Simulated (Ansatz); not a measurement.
# Li2S: stress in a strained cell

Aim: deform Li2S (zz strain of -1 %) and compute stress, forces and field gradients with LAPW, PAW and all-electron datasets made for the crystal.

Program: Ansatz 0.2.0. Level of theory: DFT LDA, scalar-relativistic. These are calculated values, not measurements.

## 1. The system as given

It takes space group Fm-3m (No. 225, cubic). Conventional cell: a = 5.708 Å, b = 5.708 Å, c = 5.708 Å, α = 90.00°, β = 90.00°, γ = 90.00°. Li (site symmetry -43m) has 4 S at 2.47 Å in its first shell of neighbours. S (site symmetry m-3m) has 8 Li at 2.47 Å in its first shell of neighbours.

Coordinates:

```
Li S
1.0
     0.00000    2.85400    2.85400
     2.85400    0.00000    2.85400
     2.85400    2.85400    0.00000
Li S
2 1
Direct
  0.25000 0.25000 0.25000
  0.75000 0.75000 0.75000
  0.00000 0.00000 0.00000
```

Atoms are numbered in the order of the input: Li1, Li2, S3.

## 2. After the deformation

Space group Fm-3m before, I4/mmm after.

## 3. All-electron LAPW

The input, input.yaml:

```yaml
crystal:
  lattice:
    - [0.0, 2.854, 2.82546]
    - [2.854, 0.0, 2.82546]
    - [2.854, 2.854, 0.0]
  atoms:
    - { symbol: Li, position: [0.25, 0.25, 0.25] }
    - { symbol: Li, position: [0.75, 0.75, 0.75] }
    - { symbol: S, position: [0.0, 0.0, 0.0] }
kpoints:
  mp_grid: { grid: [7, 7, 7] }
  band_path:
    path:
      - [0.0, 0.0, 0.0]
      - [0.0, 0.5, 0.5]
      - [0.25, 0.75, 0.5]
      - [0.0, 0.5, 0.0]
      - [0.0, 0.0, 0.0]
      - [0.5, 0.5, 0.0]
      - [0.3775380063, 0.6224619937, 0.0]
      - [-0.3775380063, 0.3775380063, 0.0]
      - [0.0, 0.0, 0.0]
    npoints: 5
scf:
  occupations: { method: fermi_dirac, width: 0.02 }
hamiltonian:
  xc: lda
  pseudopotentials: { kind: all_electron, lapw: { basis_error: 0.001 } }
output:
  forces: true
  stress: true
  eigenvalues: true
```

On the command line:

```bash
> ansatz run input.yaml --threads 1 --pin off --max-ram 4096MiB --backend cpu --events-out ev --progress --plain --runs-dir out
```

## 4. PAW on the default files

The input, input.yaml:

```yaml
crystal:
  lattice:
    - [0.0, 2.854, 2.82546]
    - [2.854, 0.0, 2.82546]
    - [2.854, 2.854, 0.0]
  atoms:
    - { symbol: Li, position: [0.25, 0.25, 0.25] }
    - { symbol: Li, position: [0.75, 0.75, 0.75] }
    - { symbol: S, position: [0.0, 0.0, 0.0] }
kpoints:
  mp_grid: { grid: [7, 7, 7] }
scf:
  occupations: { method: fermi_dirac, width: 0.02 }
hamiltonian:
  xc: lda
  pseudopotentials: { kind: paw }
output:
  forces: true
  stress: true
  eigenvalues: true
  efg: { contact_densities: true }
```

## 5. Datasets made for this crystal

input.yaml: that of step 4 with these lines changed.

```diff
@@ -15,3 +15,3 @@
   xc: lda
-  pseudopotentials: { kind: paw }
+  pseudopotentials: { kind: all_electron, datasets: crystal }
 output:
```

(Steps that only read results are left out.)

What does the calculation give? Wanted: pressure; largest shear or deviatoric stress.

The runs gave:

| quantity | value |
| --- | --- |
| pressure | LAPW -2.62, PAW -2.64, crystal datasets -2.62 GPa |
| largest shear or deviatoric stress (LAPW) | 0.44 GPa |

In words: The largest part of the stress beyond the pressure is 0.44 GPa in size, in the zz component; the atoms are carried along and not relaxed. No run of the undeformed cell stands beside it, so pressure and stress hold what the given cell had before the change, as far as its symmetry allows. PAW: stress within 0.03 GPa of LAPW. Crystal datasets: stress within 0.01 GPa of LAPW.
